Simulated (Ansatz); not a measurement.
ZrB2 under changes of volume

One of the cells (10.249 Å³/atom); the others are scaled copies at fixed shape and fractional positions:

```
Zr B
1.0
     3.17000    0.00000    0.00000
    -1.58500    2.74530    0.00000
     0.00000    0.00000    3.53300
Zr B
1 2
Direct
  0.00000 0.00000 0.00000
  0.66667 0.33333 0.50000
  0.33333 0.66667 0.50000
```

| Property | Result |
| --- | --- |
| Program | Ansatz 0.2.0 |
| Functional | LDA |
| Potentials or basis | all-electron LAPW, scalar-relativistic |
| Cutoff | 258 eV (chosen from the basis error) |
| Basis error allowed | 0.002 eV/atom |
| k mesh | 10 × 10 × 8 |
| Occupations | fermi-dirac, width 0.05 eV |
| Spin | no spin polarisation |

```tsv
volume (Å³/atom)	energy over the lowest point (meV/atom)	pressure (GPa)
9.634	5.28	7.1
9.839	0.00	1.3
10.044	1.82	-4.0
10.249	10.07	-8.8
10.454	?	?
10.659	43.39	-17.0
10.864	67.42	-20.5
```

Q: What does the run at 10.454 Å³/atom give?

A: Energy over the lowest point 24.11 meV/atom; pressure -13.1 GPa.

Worked out: A Birch-Murnaghan fit of order 3 (a polynomial in V^(-2/3)) to the other rows has its minimum at 9.89 Å³/atom with B0 = V·E''(V) = 261 GPa and B' = 3.9 at fixed shape and positions, which overstates the stiffness. It gives 24.11 meV/atom at 10.454 Å³/atom, against the run's 24.11, and -dE/dV = -13.1 GPa, against -13.1.

Energies are extrapolated to zero smearing.
